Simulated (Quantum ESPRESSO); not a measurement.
A run of Quantum ESPRESSO 7.5:

The input pw.in:

```
&CONTROL
  calculation = 'scf'
  prefix = 'pwscf'
  outdir = './tmp'
  pseudo_dir = './pseudo'
  tprnfor = .true.
  tstress = .true.
  disk_io = 'low'
/
&SYSTEM
  ibrav = 0
  nat = 2
  ntyp = 1
  ecutwfc = 70
  nbnd = 21
  input_dft = 'r2scan'
  occupations = 'smearing'
  smearing = 'fd'
  degauss = 0.00367493
  nosym = .true.
/
&ELECTRONS
  conv_thr = 1d-08
  electron_maxstep = 120
  mixing_beta = 0.5
/
ATOMIC_SPECIES
Sn   118.7100 Sn_ONCV_PBE-1.2.upf
CELL_PARAMETERS angstrom
   0.0000000000    3.2333428000    3.2333428000
   3.2333428000    0.0000000000    3.2333428000
   3.2333428000    3.2333428000    0.0000000000
ATOMIC_POSITIONS crystal
Sn     0.7500000000    0.7500000000    0.7500000000
Sn     0.5000000000    0.5000000000    0.5000000000
K_POINTS automatic
5 5 5 0 0 0
```

Contents of bands.in:

```
&CONTROL
  calculation = 'bands'
  prefix = 'pwscf'
  outdir = './tmp'
  pseudo_dir = './pseudo'
  disk_io = 'low'
  verbosity = 'high'
/
&SYSTEM
  ibrav = 0
  nat = 2
  ntyp = 1
  ecutwfc = 70
  nbnd = 21
  input_dft = 'r2scan'
  occupations = 'smearing'
  smearing = 'fd'
  degauss = 0.00367493
  nosym = .true.
/
&ELECTRONS
  conv_thr = 1d-08
  electron_maxstep = 120
  mixing_beta = 0.5
  diago_full_acc = .true.
  startingwfc = 'random'
/
ATOMIC_SPECIES
Sn   118.7100 Sn_ONCV_PBE-1.2.upf
CELL_PARAMETERS angstrom
   0.0000000000    3.2333428000    3.2333428000
   3.2333428000    0.0000000000    3.2333428000
   3.2333428000    3.2333428000    0.0000000000
ATOMIC_POSITIONS crystal
Sn     0.7500000000    0.7500000000    0.7500000000
Sn     0.5000000000    0.5000000000    0.5000000000
K_POINTS crystal
60
 0.0000000000  0.0000000000  0.0000000000 1
 0.0625000000  0.0000000000  0.0625000000 1
 0.1250000000  0.0000000000  0.1250000000 1
 0.1875000000  0.0000000000  0.1875000000 1
 0.2500000000  0.0000000000  0.2500000000 1
 0.3125000000  0.0000000000  0.3125000000 1
 0.3750000000  0.0000000000  0.3750000000 1
 0.4375000000  0.0000000000  0.4375000000 1
 0.5000000000  0.0000000000  0.5000000000 1
 0.5000000000  0.0625000000  0.5625000000 1
 0.5000000000  0.1250000000  0.6250000000 1
 0.5000000000  0.1875000000  0.6875000000 1
 0.5000000000  0.2500000000  0.7500000000 1
 0.4375000000  0.3125000000  0.7500000000 1
 0.3750000000  0.3750000000  0.7500000000 1
 0.3375000000  0.3375000000  0.6750000000 1
 0.3000000000  0.3000000000  0.6000000000 1
 0.2625000000  0.2625000000  0.5250000000 1
 0.2250000000  0.2250000000  0.4500000000 1
 0.1875000000  0.1875000000  0.3750000000 1
 0.1500000000  0.1500000000  0.3000000000 1
 0.1125000000  0.1125000000  0.2250000000 1
 0.0750000000  0.0750000000  0.1500000000 1
 0.0375000000  0.0375000000  0.0750000000 1
 0.0000000000  0.0000000000  0.0000000000 1
 0.0625000000  0.0625000000  0.0625000000 1
 0.1250000000  0.1250000000  0.1250000000 1
 0.1875000000  0.1875000000  0.1875000000 1
 0.2500000000  0.2500000000  0.2500000000 1
 0.3125000000  0.3125000000  0.3125000000 1
 0.3750000000  0.3750000000  0.3750000000 1
 0.4375000000  0.4375000000  0.4375000000 1
 0.5000000000  0.5000000000  0.5000000000 1
 0.5250000000  0.4500000000  0.5250000000 1
 0.5500000000  0.4000000000  0.5500000000 1
 0.5750000000  0.3500000000  0.5750000000 1
 0.6000000000  0.3000000000  0.6000000000 1
 0.6250000000  0.2500000000  0.6250000000 1
 0.5833333333  0.2500000000  0.6666666667 1
 0.5416666667  0.2500000000  0.7083333333 1
 0.5000000000  0.2500000000  0.7500000000 1
 0.5000000000  0.2857142857  0.7142857143 1
 0.5000000000  0.3214285714  0.6785714286 1
 0.5000000000  0.3571428571  0.6428571429 1
 0.5000000000  0.3928571429  0.6071428571 1
 0.5000000000  0.4285714286  0.5714285714 1
 0.5000000000  0.4642857143  0.5357142857 1
 0.5000000000  0.5000000000  0.5000000000 1
 0.4821428571  0.4821428571  0.5357142857 1
 0.4642857143  0.4642857143  0.5714285714 1
 0.4464285714  0.4464285714  0.6071428571 1
 0.4285714286  0.4285714286  0.6428571429 1
 0.4107142857  0.4107142857  0.6785714286 1
 0.3928571429  0.3928571429  0.7142857143 1
 0.3750000000  0.3750000000  0.7500000000 1
 0.6250000000  0.2500000000  0.6250000000 1
 0.5937500000  0.1875000000  0.5937500000 1
 0.5625000000  0.1250000000  0.5625000000 1
 0.5312500000  0.0625000000  0.5312500000 1
 0.5000000000  0.0000000000  0.5000000000 1
```

Potentials or basis: SG15 PBE 1.2.

Run with:

```bash
$ OMP_NUM_THREADS=1 pw.x -in pw.in > pw.out
$ OMP_NUM_THREADS=1 pw.x -in bands.in > bands.out
```

Hardware: 1 thread of AMD EPYC 9B14 (Zen 4) (shared host).

**Question.** How long does it take, and how much memory?

**Answer.** It took 5.7 min on 1 thread of AMD EPYC 9B14 (Zen 4), on a shared host, peak memory 0.18 GiB. Counts: scf iterations 9, k pools 1, bands 21, k points 63, g dense 35989.
